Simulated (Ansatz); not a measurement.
# Structures of CdGeAs2: which is lowest?

Plane-wave DFT in Ansatz with scalar-relativistic PAW potentials, cutoff 420 eV, Γ-centred meshes chosen by cell and gap, Gaussian smearing with energies taken to zero width. Every cell was relaxed (cell and atoms) in a run of its own, within the symmetry of its start. Functional: PBE.

Relaxed structures (starts from databases or built by putting these elements on another compound's sites):
A. I-42d, 8 atoms in the computed cell, a = 6.048 Å, c = 11.484 Å; sites (symmetry × multiplicity) Cd -4.. × 4, Ge -4.. × 4, As .2. × 8; start: database
B. P-4m2, 4 atoms in the computed cell, a = 4.142 Å, c = 6.167 Å; sites (symmetry × multiplicity) Cd -4m2 × 1, Ge -4m2 × 1, As 2mm. × 2; start: built

Question: Rank them by energy. Could pressure change the order?

Answer:
| structure | group | E − E(lowest) (meV/atom) | V (Å³/atom) | gap on mesh (eV) |
| --- | --- | --- | --- | --- |
| A | I-42d | 0.0 | 26.26 | 0.12 |
| B | P-4m2 | 62 | 26.44 | 0.00 |

A is lowest, 62 meV/atom under B. The lowest is also the densest of these, so pressure wouldn't bring one of the others in at first order. Other structures may lie lower than all of these, and vibrations aren't counted.